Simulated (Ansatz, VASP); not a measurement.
**Two plane-wave programs on TiB2**

```xyz
3
Lattice="2.4297 -1.5196 0.0000 2.4297 1.5196 0.0000 -0.1381 0.0000 4.2901" Properties=species:S:1:pos:R:3 pbc="T T T"
Ti    0.0000    0.0000    0.0000
B     1.5479    0.0000    3.1640
B     3.1734    0.0000    1.1261
```

Change from the starting cell: species swapped into the Bi2Pt type (C2/m, No. 12).

Alike in both runs: task relaxation of cell and atoms; functional PBE; k mesh 7 × 7 × 5; occupations gaussian, width 0.2 eV; no spin polarisation.

|  | VASP | Ansatz |
| --- | --- | --- |
| version | VASP 6.6.1 | Ansatz 0.2.0 |
| potentials or method | VASP PAW PBE potentials, release 64 (Ti_sv, B) | scalar-relativistic, plane waves, PAW |
| plane-wave cutoff (eV) | 600 | 420 |
| valence electrons in the cell | 18 | 18 |

```csv
,VASP,Ansatz,Ansatz less VASP
"gap on the k mesh at the Fermi level, each at its own relaxed structure (eV)",none,none,-
relaxed volume (Å³/atom),8.59,8.56,-0.039
relaxed cell length with the largest relative difference (Å),3.227,3.218,-0.0089
energy change over the relaxation (meV/atom),-2757,-2759,-2.7
```

A gap of «none» marks a metal or a gap that the smearing closes.

Caveats: the volume moved by over 15 % at a fixed basis, so the end points are rough.
